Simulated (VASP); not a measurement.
Wanted: the native input for a VASP 6.6.1 run.

- Task: band structure
- Functional: HSE06
- Potentials or basis: VASP PAW PBE potentials, release 64 (Li_sv, F)
- Cutoff: 520 eV
- k mesh: 8 × 8 × 8
- Occupations: gaussian, width 0.03 eV
- Spin: no spin polarisation
- Grid for exact exchange (PRECFOCK): Fast
- Screening parameter: 0.2 1/A
- Further INCAR settings: ALGO = Normal; EDIFF = 1e-07; NBANDS = 12

The system is LiF (Griceite).

```xyz
2
Lattice="0.0000 1.9985 1.9985 1.9985 0.0000 1.9985 1.9985 1.9985 0.0000" Properties=species:S:1:pos:R:3 pbc="T T T"
Li    0.0000    0.0000    0.0000
F     1.9985    1.9985    1.9985
```

These files were run (other wordings do the same):

POSCAR

```
LiF                                     
1.0
    0.0000000000      1.9984797583      1.9984797583
    1.9984797583      0.0000000000      1.9984797583
    1.9984797583      1.9984797583      0.0000000000
  Li              F             
     1     1
Direct
     0.0000000000000000    0.0000000000000000    0.0000000000000000
     0.5000000000000000    0.5000000000000000    0.5000000000000000
```

INCAR.step1

```
SYSTEM = LiF
ALGO     = Normal         ! electronic algorithm
EDIFF    = 1E-5           ! SCF threshold, eV
ENCUT    = 520            ! plane-wave cutoff, eV
GGA      = PE             ! functional
ISIF     = 2              ! what is computed and relaxed
ISMEAR   = 0              ! smearing method
KPAR     = 4            
LASPH    = .True.         ! aspherical terms in the spheres
LCHARG   = .False.        ! write CHGCAR
LREAL    = .False.        ! projectors in reciprocal space
LWAVE    = .True.         ! write WAVECAR
NBANDS   = 12             ! bands
NELM     = 80             ! most SCF steps
PREC     = Accurate       ! precision mode
SIGMA    = 0.03           ! smearing width, eV
```

INCAR.step2

```
SYSTEM = LiF
ALGO     = Normal         ! electronic algorithm
EDIFF    = 1E-7           ! SCF threshold, eV
ENCUT    = 520            ! plane-wave cutoff, eV
GGA      = PE             ! functional
HFSCREEN = 0.2            ! screening, 1/A
ISIF     = 2              ! what is computed and relaxed
ISMEAR   = 0              ! smearing method
ISTART   = 1            
KPAR     = 4            
LASPH    = .True.         ! aspherical terms in the spheres
LCHARG   = .False.        ! write CHGCAR
LHFCALC  = .True.         ! exact exchange
LREAL    = .False.        ! projectors in reciprocal space
LWAVE    = .False.        ! write WAVECAR
NBANDS   = 12             ! bands
NELM     = 80             ! most SCF steps
PREC     = Accurate       ! precision mode
PRECFOCK = Fast         
SIGMA    = 0.03           ! smearing width, eV
```

KPOINTS

```
k-points
0
Gamma
  8 8 8
  0 0 0
```

KPOINTS_OPT

```
explicit points
6
Reciprocal
 0.0000000000  0.0000000000  0.0000000000 1
 0.3750000000  0.3750000000  0.7500000000 1
 0.5000000000  0.5000000000  0.5000000000 1
 0.6250000000  0.2500000000  0.6250000000 1
 0.5000000000  0.2500000000  0.7500000000 1
 0.5000000000  0.0000000000  0.5000000000 1
```

Potentials or basis: VASP PAW PBE potentials, release 64 (Li_sv, F).

Run with:

```bash
$ cat potpaw_PBE.64/Li_sv/POTCAR potpaw_PBE.64/F/POTCAR > POTCAR
$ cp INCAR.step1 INCAR
$ mpirun -np 4 vasp_std > vasp.out
$ cp INCAR.step2 INCAR
$ mpirun -np 4 vasp_std > vasp.out
```

Results of the run:

The band gap on the k mesh is 11.64 eV, direct and the band gap along the path is 11.64 eV, direct.

It took 4.4 min on 4 MPI ranks on AMD EPYC 9R45 96-Core Processor (Zen 5), on a shared host, peak memory 0.23 GiB a rank.
